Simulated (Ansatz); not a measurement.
The parent structure is LaAlO$_{3}$ (space group R-3c, No. 167; a = 5.3670 Å, c = 13.1080 Å (hexagonal axes)).

Calculations: Ansatz (a quantum-chemistry and plane-wave program), r2SCAN, PAW, cutoff 500 eV, spin-orbit coupling left out, earlier PAW set.

For the base:

| Item | Value |
|---|---|
| c/a ratio | 2.442 |
| Density | 6.52 g/cm³ |
| Shortest interatomic distance | 1.902 Å |
| Band gap | 4.38 eV |
| Gap character | indirect, F → Γ |

Perturbation: cell and atoms relaxed at a pressure of 18 GPa.

Q: Estimate the effect on the c/a ratio, density, shortest interatomic distance, band gap and gap character.

A: The c/a ratio rises by 0.0062 (2.442 → 2.449); the density grows by 0.518 g/cm³ to 7.03 g/cm³; the shortest interatomic distance drops by 0.0536 Å (1.902 Å → 1.849 Å); the band gap falls by 0.14 eV to 4.24 eV; the gap character becomes direct at Γ (base: indirect, F → Γ).

Load acts through the strain it causes; cell and atoms are relaxed under it. Stability against distortions was not tested. No other phases were tried under pressure.
